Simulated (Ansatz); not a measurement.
Ionic part of the dielectric constant of BN at 40 GPa, mode by mode

Method: Ansatz 0.2.0, DFT PBE, scalar-relativistic, plane waves, PAW. Plane waves to 420 eV; Γ-centred k mesh 12×12×12; fixed occupations. No spin polarisation. Phonons by linear response, acoustic sum rule imposed.

It takes space group F-43m (No. 216, cubic). Conventional cell: a = 3.516 Å, b = 3.516 Å, c = 3.516 Å, α = 90.00°, β = 90.00°, γ = 90.00°. B (site symmetry -43m) is surrounded by 4 N at 1.52 Å. Around N (site symmetry -43m) lie 4 B at 1.52 Å.

Other phases may be more stable at this pressure.

The primitive cell has V = 10.87 Å³ and ε∞,yy = 4.531. Each polar mode adds Δε = (4.92064×10⁷/V)·S/ν² along y, with S its oscillator strength in e²/amu, ν in cm⁻¹ and V in Å³.

Problem. From these modes, find each Δε and ε0,yy.
```json
{"ν (cm⁻¹)": "1147.1", "S_yy (e²/amu)": "0.5739"}
```

Solution.
| ν (cm⁻¹) | Δε |
| --- | --- |
| 1147.1 | 1.97 |

The sum is 1.974, so ε0,yy = 6.51; the run's tensor has 6.51.

Problem. Where do the longitudinal modes lie for a wave vector along y?

Solution. At 1375 cm⁻¹. The Lyddane–Sachs–Teller product Π(ν_LO/ν_TO)² = 1.44 matches ε0/ε∞ = 1.44.

Cost: 1 run of about 0.21 core-minutes, on Arm Neoverse V1 (shared hosts).

The static response of BN here is mainly electronic: the lattice adds 1.97 to an ε∞ of 4.531. The single polar mode is the B–N stretch, in which the two sublattices move against each other, and cubic symmetry makes its contribution the same along every axis. The contribution is modest because short, strongly directional sp³ bonds resist this displacement. The light atoms help push the mode up to 1147.1 cm⁻¹, but they do not by themselves weaken the static response: mass cancels between oscillator strength and squared frequency, leaving the effective charge and the force constant.

The bond is nevertheless clearly polar. Nitrogen's greater electronegativity and the charge transferred as the bond stretches give a sizeable dynamical charge, and the resulting macroscopic field lifts the longitudinal mode to 1375 cm⁻¹. The Lyddane–Sachs–Teller agreement confirms internal consistency rather than accuracy against experiment. With only one pressure computed, the data do not show whether compression strengthens or weakens the ionic screening.
